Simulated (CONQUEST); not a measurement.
## Be2C under changes of volume

One of the cells (6.765 Å³/atom); the others are scaled copies at fixed shape and fractional positions:

```
C Be
1.0
     3.06177    0.00000    0.00000
     0.00000    3.06177    0.00000
     0.00000    0.00000    4.33000
C Be
2 4
Direct
  0.00000 0.00000 0.00000
  0.50000 0.50000 0.50000
  0.00000 0.50000 0.25000
  0.50000 0.00000 0.75000
  0.00000 0.50000 0.75000
  0.50000 0.00000 0.25000
```

* Program: CONQUEST 1.3
* Functional: LDA
* Potentials or basis: PseudoDojo NC LDA, DZP, grid of 32 × 32 × 48 points
* k mesh: 7 × 7 × 5
* Occupations: fermi-dirac, width 0.05 eV
* Spin: no spin polarisation

```csv
volume (Å³/atom),energy over the lowest point (meV/atom),pressure (GPa),gap on the mesh (eV)
6.359,7.10,8.4,1.37
6.495,1.74,4.6,1.35
6.630,0.00,-0.7,1.33
6.765,2.45,-5.1,1.31
6.901,8.47,-8.9,1.29
7.036,?,?,?
7.171,29.19,-15.1,1.26
```

What does the run at 7.036 Å³/atom give?

Energy over the lowest point 17.65 meV/atom; pressure -12.5 GPa; gap on the mesh 1.27 eV.

Worked out: A Birch-Murnaghan fit of order 3 (a polynomial in V^(-2/3)) to the other rows has its minimum at 6.61 Å³/atom with B0 = V·E''(V) = 222 GPa and B' = 3.4. It gives 17.35 meV/atom at 7.036 Å³/atom, against the run's 17.65, and -dE/dV = -12.4 GPa, against -12.5. A straight line through the other rows of the gap, of slope -0.928 eV per unit of ln V, gives 1.27 eV, against the run's 1.27.

Energies are extrapolated to zero smearing.

Caveats: an odd mesh through Γ misses points on the zone boundary, where band edges often lie; the basis of atomic orbitals isn't converged, which shifts pressures, moduli and gaps; the real-space grid breaks the cell's symmetry a little (some runs).
